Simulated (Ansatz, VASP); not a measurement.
# One calculation of Si, two programs

POSCAR

```
Si
1.0
    0.0000000000      2.6946216990      2.6946216990
    2.6946216990      0.0000000000      2.6946216990
    2.6946216990      2.6946216990      0.0000000000
Si
2
Direct
    0.2500000000      0.2500000000      0.2500000000
    0.0000000000      0.0000000000      0.0000000000
```

Contents of INCAR.step1:

```
PREC = Accurate
ENCUT = 520
ISMEAR = 0
SIGMA = 0.01
LREAL = False
LASPH = True
NELM = 80
NBANDS = 11
GGA = PE
ALGO = Normal
EDIFF = 1E-4
LWAVE = True
LCHARG = False
```

INCAR.step2

```
PREC = Accurate
ENCUT = 520
EDIFF = 1E-7
ISMEAR = 0
SIGMA = 0.01
LREAL = False
LASPH = True
NELM = 80
ALGO = Normal
ISIF = 2
LWAVE = False
LCHARG = True
METAGGA = R2SCAN
LMIXTAU = True
LELF = True
LVHAR = True
NBANDS = 11
ISTART = 1
```

Contents of KPOINTS:

```
Automatic mesh
0
Gamma
  6 6 6
```

Input for Ansatz:

```yaml
crystal:
  lattice:
    - [0.0, 2.694621699, 2.694621699]
    - [2.694621699, 0.0, 2.694621699]
    - [2.694621699, 2.694621699, 0.0]
  atoms:
    - { symbol: Si, position: [0.25, 0.25, 0.25] }
    - { symbol: Si, position: [0.0, 0.0, 0.0] }
kpoints:
  mp_grid: { grid: [6, 6, 6] }
hamiltonian:
  xc: r2scan
scf:
  occupations: { method: fixed }
  n_extra_bands: 4
output:
  forces: true
  stress: true
  eigenvalues: true
```

Alike in both runs: task single point; functional r2SCAN; k mesh 6 × 6 × 6; no spin polarisation.

|  | VASP | Ansatz |
| --- | --- | --- |
| version | VASP 6.6.1 | Ansatz 0.2.0 |
| potentials or method | VASP PAW PBE potentials, release 64 (Si) | plane waves, PAW |
| plane-wave cutoff (eV) | 520 | 500 |
| occupations | gaussian, width 0.01 eV | fixed |
| valence electrons in the cell | 8 | 8 |

|  | VASP | Ansatz | Ansatz less VASP |
| --- | --- | --- | --- |
| gap on the k mesh at the Fermi level (eV) | 0.87 | 0.86 | -0.016 |
| pressure (GPa) | 3.0 | 3.2 | +0.26 |

Caveats: the PAW data sets were made with another functional, which shifts forces and pressure a little (VASP). A k mesh can miss the band edges. r2SCAN opens gaps a little over a GGA but as a rule still falls short of measured ones.
